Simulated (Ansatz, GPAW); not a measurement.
ZnS: programs and potentials compared

```
Zn S
1.0
     0.00000    2.70200    2.70200
     2.70200    0.00000    2.70200
     2.70200    2.70200    0.00000
Zn S
1 1
Direct
  0.75000 0.75000 0.75000
  0.00000 0.00000 0.00000
```

Alike in all runs: task single point; functional PBE; k mesh 9 × 9 × 9; occupations gaussian, width 0.03 eV; no spin polarisation; no spin-orbit coupling. Pressure is positive in compression and, in plane waves, holds the error of the finite cutoff, which Ansatz's Pulay term estimates and takes out.

| program and potentials | plane-wave cutoff (eV) | notes | pressure (GPa) |
| --- | --- | --- | --- |
| Ansatz, Ansatz PAW | 420 | Pulay term of +0.07 GPa included | 1.60 |
| Ansatz, all-electron LAPW, scalar-relativistic | - | - | 1.61 |
| GPAW, GPAW PAW data sets (gpaw-data 1.2.1) | 600 | - | 1.62 |

The pressure spans 1.60 (Ansatz, Ansatz PAW) to 1.62 GPa (GPAW, GPAW PAW data sets (gpaw-data 1.2.1)), with all-electron results at 1.61.

The functional is the same throughout but for its coding, so the spread measures potentials, basis and numerics; runs on potential files found faulty are left out.
